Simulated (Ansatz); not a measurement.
# Bi: the cost of one run

Method: DFT PBE, scalar-relativistic, plane waves, PAW, in Ansatz 0.2.0.

### 1 The system as given

Symmetry: P6_3/mmc, No. 194, hexagonal system. The conventional cell has a = 4.607 Å, b = 4.607 Å, c = 7.601 Å, α = 90.00°, β = 90.00°, γ = 120.00°. Around Bi (site symmetry 3m) lie 4 Bi at 2.82 to 2.85 Å.

Structure file:

```cif
data_structure
_symmetry_space_group_name_H-M 'P6_3/mmc'
_symmetry_Int_Tables_number 194
_cell_length_a 4.6066
_cell_length_b 4.6066
_cell_length_c 7.6009
_cell_angle_alpha 90.000
_cell_angle_beta 90.000
_cell_angle_gamma 120.000
_cell_volume 139.69
loop_
_atom_site_label
_atom_site_type_symbol
_atom_site_symmetry_multiplicity
_atom_site_Wyckoff_symbol
_atom_site_fract_x
_atom_site_fract_y
_atom_site_fract_z
_atom_site_occupancy
Bi1 Bi 4 f 0.33333 0.66667 0.43750 1
```

This is candidate A: lonsdaleite type (P6_3/mmc, No. 194).

(A quick probe on a coarse mesh, which set the mesh and smearing, is not shown.)

### 3 Rough relaxation on the coarse mesh (candidate A)

input.yaml

```yaml
crystal:
  lattice:
    - [4.6066306292, 0.0, 0.0]
    - [-2.3033153146, 3.9894591508, 0.0]
    - [0.0, 0.0, 7.6009405382]
  atoms:
    - { symbol: Bi, position: [0.3333333333, 0.6666666667, 0.4375] }
    - { symbol: Bi, position: [0.6666666667, 0.3333333333, 0.9375] }
    - { symbol: Bi, position: [0.6666666667, 0.3333333333, 0.5625] }
    - { symbol: Bi, position: [0.3333333333, 0.6666666667, 0.0625] }
basis:
  ecutwfc: 420
kpoints:
  mp_grid: { grid: [6, 6, 2] }
hamiltonian:
  xc: pbe
scf:
  occupations: { method: gaussian, width: 0.1 }
  lower_state_search: "off"
output:
  forces: true
  stress: true
  eigenvalues: true
relax:
  adjacent_minimum: "off"
  f_tol: 0.04
  max_steps: 70
  cell: { stress_tol: 0.4 }
```

**Question.** How long does this run take on 1 thread of an Arm CPU, shared host, and how much memory does it need?

About 61 s, with a peak of 0.43 GiB.
